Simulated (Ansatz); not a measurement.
SrO under changes of volume

One of the cells (20.404 Å³/atom); the others are scaled copies at fixed shape and fractional positions:

```
Sr O
1.0
     4.27547    0.00000    0.00000
    -2.13773    3.70266    0.00000
     0.00000    0.00000    5.15559
Sr O
2 2
Direct
  0.66667 0.33333 0.43813
  0.33333 0.66667 0.93813
  0.66667 0.33333 0.93687
  0.33333 0.66667 0.43687
```

Measurements of this composition are mostly on another form, of space group No. 225.

| Quantity | Value |
| --- | --- |
| Program | Ansatz 0.2.0 |
| Functional | PBE |
| Potentials or basis | Ansatz PAW |
| Cutoff | 420 eV (not typed: the program's choice for these potentials) |
| k mesh | 7 × 7 × 5 |
| Occupations | fermi-dirac, width 0.05 eV |
| Spin | no spin polarisation |

| volume (Å³/atom) | energy over the lowest point (meV/atom) | pressure (GPa) | gap on the mesh (eV) | largest force (eV/Å) |
| --- | --- | --- | --- | --- |
| 19.180 | 25.97 | 6.0 | 2.84 | 0.018 |
| 19.588 | 13.05 | 4.1 | 2.78 | 0.016 |
| 19.996 | ? | ? | ? | ? |
| 20.404 | 0.53 | 0.9 | 2.65 | 0.013 |
| 20.812 | 0.00 | -0.5 | 2.58 | 0.012 |
| 21.220 | 2.87 | -1.7 | 2.52 | 0.010 |
| 21.628 | 8.72 | -2.8 | 2.46 | 0.009 |

Problem. What does the run at 19.996 Å³/atom give?

Solution. Energy over the lowest point 4.70 meV/atom; pressure 2.4 GPa; gap on the mesh 2.71 eV; largest force 0.015 eV/Å.

Worked out: A Birch-Murnaghan fit of order 3 (a polynomial in V^(-2/3)) to the other rows has its minimum at 20.66 Å³/atom with B0 = V·E''(V) = 69 GPa and B' = 4.3 at fixed shape and positions, which overstates the stiffness. It gives 4.72 meV/atom at 19.996 Å³/atom, against the run's 4.70, and -dE/dV = 2.4 GPa, against 2.4. A straight line through the other rows of the gap, of slope -3.19 eV per unit of ln V (its deformation potential), gives 2.71 eV, against the run's 2.71.

Energies are extrapolated to zero smearing.

Caveats: odd divisions of the mesh miss points on the zone boundary, where band edges often lie, so the gap on the mesh can be too wide.

A mesh can miss the band edges. Spin-orbit coupling on Sr is left out.
